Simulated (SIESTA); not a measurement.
The system is CuAu.

```
Au Cu
1.0
     2.81075    0.00000    0.00000
     0.00000    2.81075    0.00000
     0.00000    0.00000    3.68500
Au Cu
1 1
Direct
  0.00000 0.00000 0.00000
  0.50000 0.50000 0.50000
```

Base run:

```yaml
Program: SIESTA 5.4.2
Functional: WC
Potentials_or_basis: PseudoDojo 0.4 standard (PBEsol files)
Basis: DZP (energy shift 0.003 Ry; two zetas on semicore shells)
Grid_cutoff: 800 Ry
Energy_shift: 0.003 Ry
k_mesh: 9 × 9 × 7
Occupations: fermi-dirac, width 0.05 eV
Spin: no spin polarisation
```

Its results: band gap on the k mesh none (metal or under the smearing width); pressure -2.5 GPa.

The run is repeated on the same cell with these changes: functional from WC to PBEsol. What comes out?

Band gap on the k mesh none (metal or under the smearing width); pressure -3.5 GPa.

Caveats: short orbitals over semicore shells can move pressures by several GPa; the basis of atomic orbitals isn't converged, which shifts pressures, moduli and gaps; the potentials were made for another functional, which shifts forces and pressure (some runs).
